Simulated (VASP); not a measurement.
# I: single point with PBE

Crystal: I.

```
I
1.0
    -1.58994    1.63206    4.23669
     1.68421   -1.64020    4.27552
     1.55534    1.60560   -4.23977
I
1
Direct
  0.00275 0.01163 0.01539
```

The cell isn't the ideal one: cell strained at random at fixed volume.

```
Program                : VASP 6.6.1
Task                   : single point
Functional             : PBE
Potentials or basis    : VASP PAW PBE potentials, release 64 (I)
Cutoff                 : 520 eV
k mesh                 : 11 × 11 × 11
Occupations            : fermi-dirac, width 0.05 eV
Spin                   : no spin polarisation
Further INCAR settings : ALGO = Normal; EDIFF = 1e-07; NBANDS = 10
```

```json
{
  "Pressure": "0.0 GPa",
  "Band gap on the k mesh": "none (metal or under the smearing width)"
}
```

Stress tensor (GPa, compression positive):
```
 0.04 -0.03 -0.03
-0.03 -0.10  0.00
-0.03  0.00  0.17
```

Levels at points of the mesh, in eV from the Fermi level:
```
           k point  band 2  band 3  band 4  band 5  band 6  band 7
(0.00, 0.00, 0.00)   -2.32    0.74    0.82    4.19    7.30    7.93
```

Wall time 3.3 min on 1 thread of AMD EPYC 9R45 (Zen 5) (shared host), peak memory 0.38 GiB.

Caveat: an odd number of electrons without spin polarisation forces a metal; a magnetic or distorted state may lie lower. The run has no spin-orbit coupling, so splittings on I are missing.
